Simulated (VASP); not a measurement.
Set up this calculation in VASP 6.6.1, as the native input.

| Property | Result |
| --- | --- |
| Task | relaxation of cell and atoms |
| Functional | LDA |
| Potentials or basis | VASP PAW LDA potentials, release 64 (Te, Pb_d) |
| Cutoff | 600 eV |
| k mesh | 8 × 8 × 8 |
| Occupations | gaussian, width 0.03 eV |
| Spin | no spin polarisation |
| Further INCAR settings | ALGO = Normal; EDIFF = 1e-06; IBRION = 2; EDIFFG = -0.01; NSW = 90; ISIF = 3 |

The structure of TePb lies in POSCAR:

```
TePb
1.0
    0.0000000000      3.2310000000      3.2310000000
    3.2310000000      0.0000000000      3.2310000000
    3.2310000000      3.2310000000      0.0000000000
Te Pb
1 1
Direct
    0.5000000000      0.5000000000      0.5000000000
    0.0000000000      0.0000000000      0.0000000000
```

The input as run:

INCAR

```
  PREC = Accurate
  ENCUT = 600
  EDIFF = 1E-6
  ISMEAR = 0
  SIGMA = 0.03
  LREAL = F
  LASPH = T
  NELM = 80
  ALGO = Normal
  ISIF = 3
  LWAVE = F
  LCHARG = F
  IBRION = 2
  NSW = 90
  EDIFFG = -0.01
```

KPOINTS

```
regular mesh
0
Gamma
  8 8 8
```

Potentials or basis: VASP PAW LDA potentials, release 64 (Te, Pb_d).

Run with:

```console
$ cat potpaw_LDA.64/Te/POTCAR potpaw_LDA.64/Pb_d/POTCAR > POTCAR
$ mpirun -np 1 vasp_std > vasp.out
```

It gave:

* Relaxed volume: 32.55 Å³/atom
* Relaxed cell: a = 4.515 Å, b = 4.515 Å, c = 4.515 Å, α = 60.00°, β = 60.00°, γ = 60.00°
* Space group after relaxing (to 0.05 Å): Fm-3m (No. 225)
* Energy gained by relaxing: 6.2 meV/atom
* Ionic steps: 3
* Pressure after relaxing: 0.0 GPa
* Band gap on the k mesh: 0.56 eV, direct

Caveat: spin-orbit coupling is left out, which as a rule narrows the gap of such compounds by several tenths of an eV.

It took 50 s on 1 thread of Intel(R) Xeon(R) 6975P-C (Granite Rapids), on a shared host, peak memory 0.21 GiB.
